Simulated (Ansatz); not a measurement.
**Replacing As in BAs**

All numbers are results of PBE, scalar-relativistic (spin polarisation where moments were expected) in the plane-wave PAW code Ansatz at 420 eV, Gaussian smearing of 0.05 eV, not measurements.

BAs was relaxed to zero pressure in the COD cell structure.

Symmetry: F-43m, No. 216, cubic system. The conventional cell has a = 4.809 Å, b = 4.809 Å, c = 4.809 Å, α = 90.00°, β = 90.00°, γ = 90.00°. B (site symmetry -43m) has 4 As at 2.08 Å as nearest neighbours. As (site symmetry -43m) is surrounded by 4 B at 2.08 Å. Neighbours are those within 15 % of a site's shortest distance, so a longer bond may be listed from one end only.

Results for BAs: a (Å) 4.809, V (Å³/atom) 13.90, shortest unlike bond (Å) 2.08, gap (eV) 1.20, B0 (GPa) 131, E_f (eV/atom) -0.03.

Question: All As is replaced by P and the cell relaxed again in the same space group. What comes out?

Answer: BP: a (Å) 4.548, V (Å³/atom) 11.76, shortest unlike bond (Å) 1.97, gap (eV) 1.25, B0 (GPa) 162, E_f (eV/atom) -0.43.

The volume changes by −15.4 %, or −5.4 % in mean length, and the shortest unlike bond by -0.11 Å. The bulk modulus goes from 131.4 to 162.0 GPa, as V^−1.3: with like bonding the larger cell is the softer. The formation energy moves by -0.40 eV/atom, so BP is the more strongly bound against its own elements.

The gaps are differences of one-electron levels. E_f is the formation energy from the elements run alike, at 0 K, without zero-point energy or dispersion between the molecules, chains or layers of the solid elements; it is good to about 0.01 eV/atom as a calculation.

All runs used the PAW datasets of the set soft_2.
